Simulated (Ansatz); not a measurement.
# KCl: band gap under strain

How does strain move the band edges of KCl in the rocksalt structure, and do the functionals agree on it? States: -6.0 % biaxial strain in x and y, free along z; +4.1 % strain along z alone; +6.0 % equal strain in all directions.

The runs shown are made with Ansatz 0.2.0. PAW datasets, plane waves. No spin polarisation and no zero-point or thermal motion.

## (1) The system as given

The unstrained cell was relaxed with r2SCAN; in each strained cell the atoms were relaxed again with r2SCAN. Names of k-points are those of the unstrained zone, where strain can split equivalent points. First state: -6.0 % biaxial strain in x and y, free along z.

Space group I4/mmm (No. 139), tetragonal; conventional cell a = 4.182 Å, c = 6.402 Å, 27.99 Å³ an atom. Near K stand 6 Cl at 2.96–3.20 Å; near Cl stand 6 K at 2.96–3.20 Å.

Structure file:

```cif
data_structure
_symmetry_space_group_name_H-M 'I4/mmm'
_symmetry_Int_Tables_number 139
_cell_length_a 4.1820
_cell_length_b 4.1820
_cell_length_c 6.4020
_cell_angle_alpha 90.000
_cell_angle_beta 90.000
_cell_angle_gamma 90.000
_cell_volume 111.96
loop_
_atom_site_label
_atom_site_type_symbol
_atom_site_symmetry_multiplicity
_atom_site_Wyckoff_symbol
_atom_site_fract_x
_atom_site_fract_y
_atom_site_fract_z
_atom_site_occupancy
K1 K 2 a 0.00000 0.00000 0.00000 1
Cl1 Cl 2 b 0.50000 0.50000 0.00000 1
```

## (2) -6.0 % biaxial strain in x and y, free along z: PBE

Contents of input.yaml:

```yaml
crystal:
  lattice:
    - [0.0, 2.9571008111, 3.2009935677]
    - [2.9571008111, 0.0, 3.2009935677]
    - [2.9571008111, 2.9571008111, 0.0]
  atoms:
    - { symbol: K, position: [0.0, 0.0, 0.0] }
    - { symbol: Cl, position: [0.5, 0.5, 0.5] }
kpoints:
  mp_grid: { grid: [8, 8, 8] }
  band_path:
    path:
      - [0.0, 0.0, 0.0]
      - [0.5, 0.0, 0.5]
      - [0.625, 0.25, 0.625]
      - [0.375, 0.375, 0.75]
      - [0.5, 0.5, 0.5]
      - [0.5, 0.25, 0.75]
    npoints: 1
hamiltonian:
  xc: pbe
scf:
  occupations: { method: fermi_dirac, width: 0.02 }
  n_extra_bands: 4
output:
  forces: true
  stress: true
  eigenvalues: true
```

Run with:

```bash
> ansatz run input.yaml --threads 4 --pin off --max-ram 3686MiB --backend cpu --events-out ev --progress --plain --runs-dir out
```

After this run come: -6.0 % biaxial strain in x and y, free along z: r2SCAN; -6.0 % biaxial strain in x and y, free along z: HSE06; +4.1 % strain along z alone: PBE; +4.1 % strain along z alone: r2SCAN; +4.1 % strain along z alone: HSE06; +6.0 % equal strain in all directions: PBE; +6.0 % equal strain in all directions: r2SCAN; +6.0 % equal strain in all directions: HSE06.

Q: Predict the outcome of this session.

As calculated:

Least gap in eV (negative: overlap):

| state | PBE | r2SCAN | HSE06 |
| --- | --- | --- | --- |
| -6.0 % biaxial strain in x and y, free along z | 5.51 | 6.14 | 6.84 |
| +4.1 % strain along z alone | 5.05 | 5.68 | 6.35 |
| +6.0 % equal strain in all directions | 4.64 | 5.28 | 5.92 |

Where both were run, the HSE06 gap lies +1.27 to +1.34 eV from PBE's, each on its own k points. In PBE the gap is least under +6.0 % equal strain in all directions (4.64 eV) and largest under -6.0 % biaxial strain in x and y, free along z (5.51 eV).
